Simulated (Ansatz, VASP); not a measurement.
**One calculation of FeO, two programs**

Contents of INCAR:

```
SYSTEM = FeO
  ALGO = Normal
  EDIFF = 1E-6
  ENCUT = 520
  GGA = PE
  ISIF = 2
  ISMEAR = -1
  ISPIN = 2
  LASPH = .TRUE.
  LCHARG = .FALSE.
  LMAXMIX = 4
  LORBIT = 11
  LREAL = .FALSE.
  LWAVE = .FALSE.
  MAGMOM = 3 0
  NBANDS = 18
  NELM = 150
  PREC = Accurate
  SIGMA = 0.05
```

Contents of KPOINTS:

```
k-points
0
G
  11 11 11
  0 0 0
```

The input POSCAR:

```
FeO
1.0
    0.0000000000      2.1554001600      2.1554001600
    2.1554001600      0.0000000000      2.1554001600
    2.1554001600      2.1554001600      0.0000000000
Fe O
1 1
Direct
    0.0000000000      0.0000000000      0.0000000000
    0.5000000000      0.5000000000      0.5000000000
```

input.yaml

```yaml
crystal:
  lattice:
    - [0.0, 2.15540016, 2.15540016]
    - [2.15540016, 0.0, 2.15540016]
    - [2.15540016, 2.15540016, 0.0]
  atoms:
    - { symbol: Fe, position: [0.0, 0.0, 0.0], spin: 3.0 }
    - { symbol: O, position: [0.5, 0.5, 0.5] }
hamiltonian:
  xc: pbe
  pseudopotentials: { kind: paw }
magnetization:
  spin_polarized: true
kpoints:
  mp_grid: { grid: [11, 11, 11] }
scf:
  occupations: { method: fermi_dirac, width: 0.05 }
output:
  forces: true
  stress: true
  eigenvalues: true
  write_density: true
  write_potential: true
  elf: true
  volumetric_format: npy
```

Alike in both runs: task single point; functional PBE; k mesh 11 × 11 × 11; occupations fermi-dirac, width 0.05 eV; collinear spin.

|  | VASP | Ansatz |
| --- | --- | --- |
| version | VASP 6.6.1 | Ansatz 0.2.0 |
| potentials or method | VASP PAW PBE potentials, release 64 (Fe, O) | Ansatz PAW |
| plane-wave cutoff (eV) | 520 | 420 |
| valence electrons in the cell | 14 | 22 |

VASP gave:

| Property | Result |
| --- | --- |
| gap on the k mesh at the Fermi level (eV) | none |
| pressure (GPa) | -0.2 |
| net moment per atom (μB) | 2.00 |
| size of the moment on the site where the two differ most (μB) | 3.62 |

Which values does Ansatz return?

gap on the k mesh at the Fermi level (eV): none; pressure (GPa): -0.2; net moment per atom (μB): 2.00; size of the moment on the site where the two differ most (μB): 3.45.

Site moments also hang on the region over which each program counts them. A gap of «none» marks a metal or a gap that the smearing closes. The functional is the same, so the differences come from potentials, cutoffs and numerics. The two sets of potentials don't hold the same shells in valence.

Caveats: a cell with one magnetic atom can't hold antiferromagnetic order, which such compounds often take; semilocal functionals often make such compounds metallic where correlation or magnetic order opens a gap, which also shifts bond lengths; the pressure holds a Pulay correction of +0.6 GPa for the finite cutoff (Ansatz).
